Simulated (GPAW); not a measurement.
# C (P6_3/mmc) in GPAW: convergence with empty bands an atom in the response

Aim: find how far empty bands an atom in the response must go before the results for C settle, at PBE. This setting moves, with any that are tied to it; all else stays.

The COD entry that gives the cell may itself be a prediction, so a difference from it is no test against experiment.

Everything below comes from runs of GPAW 26.7.0. Logs are shortened: lines on timing, memory, paths and dates and some standing lists are left out, and cuts for length are marked. The log counts tension as positive stress, the text compression.

## Step 1: The crystal as given

It takes space group P6_3/mmc (No. 194, hexagonal). Conventional cell: a = 2.522 Å, b = 2.522 Å, c = 8.237 Å, α = 90.00°, β = 90.00°, γ = 120.00°. C (site symmetry 3m) has 4 C at 1.54 Å as nearest neighbours. Around C (site symmetry 3m) lie 4 C at 1.54 Å.

This is a hexagonal form of diamond, not graphite.

## Step 2: With empty bands an atom in the response 2

run.py reads:

```python
import numpy as np
from ase.dft.bandgap import bandgap
from ase.io import read, write
from gpaw import GPAW, PW
from gpaw.response.df import DielectricFunction

atoms = read('C.cif')

calc = GPAW(mode=PW(650),
            xc='PBE',
            kpts={'size': (10, 10, 3), 'gamma': True},
            occupations={'name': 'fermi-dirac', 'width': 0.001},
            nbands=32,
            convergence={'density': 1e-06},
            maxiter=150,
            txt='gpaw.txt')
atoms.calc = calc
energy = atoms.get_potential_energy()
calc.write('gs.gpw')
write('result.traj', atoms)
print(f'Energy: {energy:.6f} eV')
print('Fermi level:', round(calc.get_fermi_level(), 4), 'eV')
print(f'Gap: {bandgap(calc)[0]:.4f} eV, direct: {bandgap(calc, direct=True)[0]:.4f} eV')

for size in [(10, 10, 3)]:
    name = 'x'.join(str(n) for n in size)
    dense = calc.fixed_density(kpts={'size': size, 'gamma': True},
                               nbands=38, convergence={'bands': 32},
                               update_fermi_level=True, txt=f'dense-{name}.txt')
    dense.write(f'{name}.gpw', mode='all')
    df = DielectricFunction(f'{name}.gpw', frequencies=np.array([0.0]), hilbert=False, eta=0.001,
                            ecut=80, nbands=32, intraband=False, txt=f'df-{name}.txt')
    for xc in ['RPA']:
        for direction in ['x', 'y', 'z', [0, 1, 1], [1, 0, 1], [1, 1, 0]]:
            e0, e = df.get_macroscopic_dielectric_constant(xc=xc, direction=direction)
            print(f'{name} {xc} {direction}: {e0:.4f} without, {e:.4f} with local fields')
```

C.cif reads:

```cif
data_C
_cell_length_a 2.52210000
_cell_length_b 2.52210000
_cell_length_c 8.23710000
_cell_angle_alpha 90.00000000
_cell_angle_beta 90.00000000
_cell_angle_gamma 120.00000000
_space_group_name_H-M_alt 'P1'
_space_group_name_Hall 'P 1'
_space_group_IT_number 1
loop_
_space_group_symop_operation_xyz
'x,y,z'
loop_
_atom_site_label
_atom_site_type_symbol
_atom_site_symmetry_multiplicity
_atom_site_Wyckoff_symbol
_atom_site_fract_x
_atom_site_fract_y
_atom_site_fract_z
_atom_site_occupancy
C1 C 1 a 0.6666666667 0.3333333333 0.8437500000 1
C2 C 1 a 0.3333333333 0.6666666667 0.3437500000 1
C3 C 1 a 0.6666666667 0.3333333333 0.6562500000 1
C4 C 1 a 0.3333333333 0.6666666667 0.1562500000 1
C5 C 1 a 0.0000000000 0.0000000000 0.9062500000 1
C6 C 1 a 0.0000000000 0.0000000000 0.4062500000 1
C7 C 1 a 0.0000000000 0.0000000000 0.5937500000 1
C8 C 1 a 0.0000000000 0.0000000000 0.0937500000 1
```

Potentials or basis: GPAW PAW data sets (gpaw-data 1.2.1), pw.

Command:

```bash
> OMP_NUM_THREADS=1 python run.py
```

It took 70 s on 1 thread of Arm Neoverse V2, shared host; peak memory 0.31 GiB.

What came out:

```
Free energy                             : -72.6335 eV
Band gap on the k mesh                  : 4.42 eV, indirect (least direct gap 5.19 eV)
Electronic dielectric tensor (diagonal) : 5.56, 5.56, 5.65
```

## Step 3: With empty bands an atom in the response 3

Changes to run.py since step 2:

```diff
@@ -27,3 +27,3 @@
     dense = calc.fixed_density(kpts={'size': size, 'gamma': True},
-                               nbands=38, convergence={'bands': 32},
+                               nbands=46, convergence={'bands': 40},
                                update_fermi_level=True, txt=f'dense-{name}.txt')
@@ -31,3 +31,3 @@
     df = DielectricFunction(f'{name}.gpw', frequencies=np.array([0.0]), hilbert=False, eta=0.001,
-                            ecut=80, nbands=32, intraband=False, txt=f'df-{name}.txt')
+                            ecut=80, nbands=40, intraband=False, txt=f'df-{name}.txt')
     for xc in ['RPA']:
```

C.cif is that of step 2.

Potentials or basis: GPAW PAW data sets (gpaw-data 1.2.1), pw.

Command:

```bash
> OMP_NUM_THREADS=1 python run.py
```

It took 83 s on 1 thread of Arm Neoverse V2, shared host; peak memory 0.32 GiB.

What came out:

```yaml
Free_energy: -72.6335 eV
Band_gap_on_the_k_mesh: 4.42 eV, indirect (least direct gap 5.19 eV)
Electronic_dielectric_tensor_diagonal: 5.67, 5.67, 5.79
```

## Step 4: With empty bands an atom in the response 5

Changes to run.py since step 3:

```diff
@@ -27,3 +27,3 @@
     dense = calc.fixed_density(kpts={'size': size, 'gamma': True},
-                               nbands=46, convergence={'bands': 40},
+                               nbands=62, convergence={'bands': 56},
                                update_fermi_level=True, txt=f'dense-{name}.txt')
@@ -31,3 +31,3 @@
     df = DielectricFunction(f'{name}.gpw', frequencies=np.array([0.0]), hilbert=False, eta=0.001,
-                            ecut=80, nbands=40, intraband=False, txt=f'df-{name}.txt')
+                            ecut=80, nbands=56, intraband=False, txt=f'df-{name}.txt')
     for xc in ['RPA']:
```

C.cif is that of step 3.

Command:

```bash
> OMP_NUM_THREADS=1 python run.py
```

Wall time 2.1 min (1 thread of Arm Neoverse V2, shared host); peak memory 0.34 GiB.

Results:

```yaml
Free_energy: -72.6335 eV
Band_gap_on_the_k_mesh: 4.42 eV, indirect (least direct gap 5.19 eV)
Electronic_dielectric_tensor_diagonal: 5.71, 5.71, 5.83
```

## Step 5: With empty bands an atom in the response 8

Changes to run.py since step 4:

```diff
@@ -27,3 +27,3 @@
     dense = calc.fixed_density(kpts={'size': size, 'gamma': True},
-                               nbands=62, convergence={'bands': 56},
+                               nbands=86, convergence={'bands': 80},
                                update_fermi_level=True, txt=f'dense-{name}.txt')
@@ -31,3 +31,3 @@
     df = DielectricFunction(f'{name}.gpw', frequencies=np.array([0.0]), hilbert=False, eta=0.001,
-                            ecut=80, nbands=56, intraband=False, txt=f'df-{name}.txt')
+                            ecut=80, nbands=80, intraband=False, txt=f'df-{name}.txt')
     for xc in ['RPA']:
```

C.cif is that of step 4.

Command:

```bash
> OMP_NUM_THREADS=1 python run.py
```

Wall time 3.3 min (1 thread of Arm Neoverse V2, shared host); peak memory 0.38 GiB.

It converged, with:

```
Free energy                             : -72.6335 eV
Band gap on the k mesh                  : 4.42 eV, indirect (least direct gap 5.19 eV)
Electronic dielectric tensor (diagonal) : 5.72, 5.72, 5.83
```

## Step 6: With empty bands an atom in the response 12

Changes to run.py since step 5:

```diff
@@ -27,3 +27,3 @@
     dense = calc.fixed_density(kpts={'size': size, 'gamma': True},
-                               nbands=86, convergence={'bands': 80},
+                               nbands=118, convergence={'bands': 112},
                                update_fermi_level=True, txt=f'dense-{name}.txt')
@@ -31,3 +31,3 @@
     df = DielectricFunction(f'{name}.gpw', frequencies=np.array([0.0]), hilbert=False, eta=0.001,
-                            ecut=80, nbands=80, intraband=False, txt=f'df-{name}.txt')
+                            ecut=80, nbands=112, intraband=False, txt=f'df-{name}.txt')
     for xc in ['RPA']:
```

C.cif is that of step 5.

Potentials or basis: GPAW PAW data sets (gpaw-data 1.2.1), pw.

Command:

```bash
> OMP_NUM_THREADS=1 python run.py
```

Wall time 5.3 min (1 thread of Arm Neoverse V2, shared host); peak memory 0.42 GiB.

It converged, with:

```yaml
Free_energy: -72.6335 eV
Band_gap_on_the_k_mesh: 4.42 eV, indirect (least direct gap 5.19 eV)
Electronic_dielectric_tensor_diagonal: 5.72, 5.72, 5.83
```

## Step 7: With empty bands an atom in the response 18

Changes to run.py since step 6:

```diff
@@ -27,3 +27,3 @@
     dense = calc.fixed_density(kpts={'size': size, 'gamma': True},
-                               nbands=118, convergence={'bands': 112},
+                               nbands=166, convergence={'bands': 160},
                                update_fermi_level=True, txt=f'dense-{name}.txt')
@@ -31,3 +31,3 @@
     df = DielectricFunction(f'{name}.gpw', frequencies=np.array([0.0]), hilbert=False, eta=0.001,
-                            ecut=80, nbands=112, intraband=False, txt=f'df-{name}.txt')
+                            ecut=80, nbands=160, intraband=False, txt=f'df-{name}.txt')
     for xc in ['RPA']:
```

C.cif is that of step 6.

Command:

```bash
> OMP_NUM_THREADS=1 python run.py
```

Run time: 14 min. Hardware: 1 thread of Arm Neoverse V2, shared host; peak memory 0.49 GiB.

Results (log left out):

```yaml
Free_energy: -72.6335 eV
Band_gap_on_the_k_mesh: 4.42 eV, indirect (least direct gap 5.19 eV)
Electronic_dielectric_tensor_diagonal: 5.72, 5.72, 5.84
```

## Step 8: With empty bands an atom in the response 26

Changes to run.py since step 7:

```diff
@@ -27,3 +27,3 @@
     dense = calc.fixed_density(kpts={'size': size, 'gamma': True},
-                               nbands=166, convergence={'bands': 160},
+                               nbands=230, convergence={'bands': 224},
                                update_fermi_level=True, txt=f'dense-{name}.txt')
@@ -31,3 +31,3 @@
     df = DielectricFunction(f'{name}.gpw', frequencies=np.array([0.0]), hilbert=False, eta=0.001,
-                            ecut=80, nbands=160, intraband=False, txt=f'df-{name}.txt')
+                            ecut=80, nbands=224, intraband=False, txt=f'df-{name}.txt')
     for xc in ['RPA']:
```

C.cif is that of step 7.

Potentials or basis: GPAW PAW data sets (gpaw-data 1.2.1), pw.

Command:

```bash
> OMP_NUM_THREADS=1 python run.py
```

gpaw.txt:

```text
__  _  _
 | _ |_)|_||  |
 |__||  | ||/\| - 26.7.0

Input parameters:
  mode=PW(ecut=650.0),
  convergence={'density': 1e-06},
  kpts=MonkhorstPack(size=(10, 10, 3), gamma=True),
  maxiter=150,
  nbands=32,
  occupations=Occupations(name='fermi-dirac', width=0.001),
  xc=XC(name='PBE')

Diagonalizing LCAO Hamiltonian
Converting LCAO to pw mode

       C
           C
           C
       C

       CC

        C
       C

Atoms  # Å, Bohr magnetons
|   | symbol |         x |        y |        z |    initial magnetic moments |
|---|--------|-----------|----------|----------|-----------------------------|
| 0 |      C |  1.261050 | 0.728068 | 6.950053 | ( 0.0000,  0.0000,  0.0000) |
| 1 |      C | -0.000000 | 1.456135 | 2.831503 | ( 0.0000,  0.0000,  0.0000) |
| 2 |      C |  1.261050 | 0.728068 | 5.405597 | ( 0.0000,  0.0000,  0.0000) |
| 3 |      C | -0.000000 | 1.456135 | 1.287047 | ( 0.0000,  0.0000,  0.0000) |
| 4 |      C |  0.000000 | 0.000000 | 7.464872 | ( 0.0000,  0.0000,  0.0000) |
| 5 |      C |  0.000000 | 0.000000 | 3.346322 | ( 0.0000,  0.0000,  0.0000) |
| 6 |      C |  0.000000 | 0.000000 | 4.890778 | ( 0.0000,  0.0000,  0.0000) |
| 7 |      C |  0.000000 | 0.000000 | 0.772228 | ( 0.0000,  0.0000,  0.0000) |

Unit cell  # Å
| periodic |         x |        y |        z |  lengths |     angles |
|----------|-----------|----------|----------|----------|------------|
|      yes |  2.522100 | 0.000000 | 0.000000 | 2.522100 |  90.000000 |
|      yes | -1.261050 | 2.184203 | 0.000000 | 2.522100 |  90.000000 |
|      yes |  0.000000 | 0.000000 | 8.237100 | 8.237100 | 120.000000 |

Number of symmetries: 12
Symmetry operations  # r_c * U_cc + t_c -> r_c
|    | kind |            matrix            |
|----|------|------------------------------|
|  0 |  σ   |  1, 1, 0,  0,-1, 0,  0, 0, 1 |
|  1 |  S6  |  1, 1, 0, -1, 0, 0,  0, 0,-1 |
|  2 |  E   |  1, 0, 0,  0, 1, 0,  0, 0, 1 |
|  3 |  C2  |  1, 0, 0, -1,-1, 0,  0, 0,-1 |
[... 67 lines left out ...]
    |   2s |  2.000 |     -13.751 |    0.635 |
    |   2p |  2.000 |      -5.284 |    0.635 |
    |    s |        |      13.461 |    0.635 |
    |    p |        |      21.927 |    0.635 |
    |    d |        |       0.000 |    0.635 |

    Using partial waves for C as LCAO basis

Reference energy: -8221.024924  # eV

eigensolver:
  PPCG
  Converge bands: occupied
  niter=2

density mixing:
  MSR1-Mixer
  Pratt-step length: 0.05
  Maximum mixing coefficient: 0.75
  Old densities: 10
  SVD Regularization: 0.005
  Good broyden scale: 1.0
  Trust region scale: 1.0
  Backstep threshold: 4.0
  History deletion threshold: 6.0
  Fourier metric: weight=20.0, sigma=0.015

occupation numbers:
  Fermi-Dirac:
    width: 0.0010  # eV

poisson solver:
  ecut: 5200.0  # eV

xc functional:
  name: PBE with 2 nearest neighbor stencil

convergence criteria:
- Maximum integral of absolute [dens]ity change: 1e-06 electrons / valence electron
- Maximum [total energy] change in last 3 cyles: 0.0005 eV / valence electron
- Maximum integral of absolute [eigenst]ate change: 4e-08 eV^2 / valence electron
maximum number of iterations: 150

SCF iterations
|iter     | |      energy | eigst |  dens |
|---------|-|-------------|-------|-------|
|iter:   1| |  -74.617079 | +0.11 |       |
|iter:   2| |  -74.344266 | -2.61 | -0.81 |
|iter:   3| |  -72.647247 | -1.31 | -0.83 |
|iter:   4| |  -72.631032 | -2.43 | -1.48 |
|iter:   5| |  -72.633507 | -4.22 | -2.21 |
|iter:   6| |  -72.633515c| -5.56 | -3.28 |
|iter:   7| |  -72.633505c| -6.45 | -3.63 |
|iter:   8| |  -72.633506c| -7.94c| -4.12 |
|iter:   9| |  -72.633506c| -8.29c| -5.23 |
|iter:  10| |  -72.633506c| -8.86c| -5.38 |
|iter:  11| |  -72.633506c| -9.57c| -5.93 |
|iter:  12| |  -72.633506c|-10.74c| -6.69c|

Converged in 12 steps
Energy contributions relative to reference atoms: (reference = -8221.024924)

Energy contributions:
  Kinetic:          66.830412
  Coulomb:         -62.968720
  Zero:              0.156359
  External:          0.000000
  Xc:              -76.651556
  Entropy:          -0.000000
  Spinorbit:         0.000000
  ----------------------------
  Free energy:     -72.633506
  Extrapolated:    -72.633506

dipole moment: (-9.977757, -17.281981, 0.000015)  # |e|*Ang

Fermi level: 14.129
Eigenvalues  # (at kpt = [0.000, 0.000, 0.000])
| band index |      eig [eV] | occ [0-2] |
|------------|---------------|-----------|
|          0 |        -9.427 |     2.000 |
|        ... |               |           |
|          8 |         9.166 |     2.000 |
|          9 |        10.237 |     2.000 |
|         10 |        10.237 |     2.000 |
|         11 |        10.463 |     2.000 |
|         12 |        10.463 |     2.000 |
|         13 |        11.980 |     2.000 |
[... 8 lines left out ...]
|         22 |        20.156 |     0.000 |
|         23 |        20.156 |     0.000 |
|        ... |               |           |
|         31 |        29.331 |     0.000 |

Gap: 4.417 eV
Transition (v -> c):
  (s=0, k=0, n=15, [0.00, 0.00, 0.00]) -> (s=0, k=22, n=16, [0.40, 0.00, 0.00])
Direct/indirect transitions are different
Direct gap: 5.190 eV
Transition at: (s=0, k=0, n=15, [0.00, 0.00, 0.00])
# Writing to gs.gpw (mode='')
```

stdout:

```text
Energy: -72.633506 eV
Fermi level: 14.1285 eV
Gap: 4.4172 eV, direct: 5.1904 eV
10x10x3 RPA x: 5.9016 without, 5.7240 with local fields
10x10x3 RPA y: 5.9016 without, 5.7240 with local fields
10x10x3 RPA z: 5.9931 without, 5.8361 with local fields
10x10x3 RPA [0, 1, 1]: 5.9473 without, 5.7801 with local fields
10x10x3 RPA [1, 0, 1]: 5.9473 without, 5.7801 with local fields
10x10x3 RPA [1, 1, 0]: 5.9016 without, 5.7240 with local fields
```

It took 25 min on 1 thread of Arm Neoverse V2, shared host; peak memory 0.57 GiB.

What came out:

```yaml
Free_energy: -72.6335 eV
Band_gap_on_the_k_mesh: 4.42 eV, indirect (least direct gap 5.19 eV)
Electronic_dielectric_tensor_diagonal: 5.72, 5.72, 5.84
```

## Step 9: Summary

```tsv
empty bands an atom in the response	dielectric constant	SCF cycles	CPU time (s)	peak memory (GiB)
2	5.587	12	70	0.31
3	5.711	12	83	0.32
5	5.752	12	130	0.34
8	5.758	12	200	0.38
12	5.760	12	320	0.42
18	5.761	12	810	0.49
26	5.761	12	1500	0.57
```

Against the tightest run, the dielectric constant stays within 0.05 from 5 on. The tightest run that finished is the yardstick and may itself not be fully converged.

Caveats: the long-wavelength limit can be off by a per cent or two; an odd mesh through Γ misses points on the zone boundary, where band edges often lie.
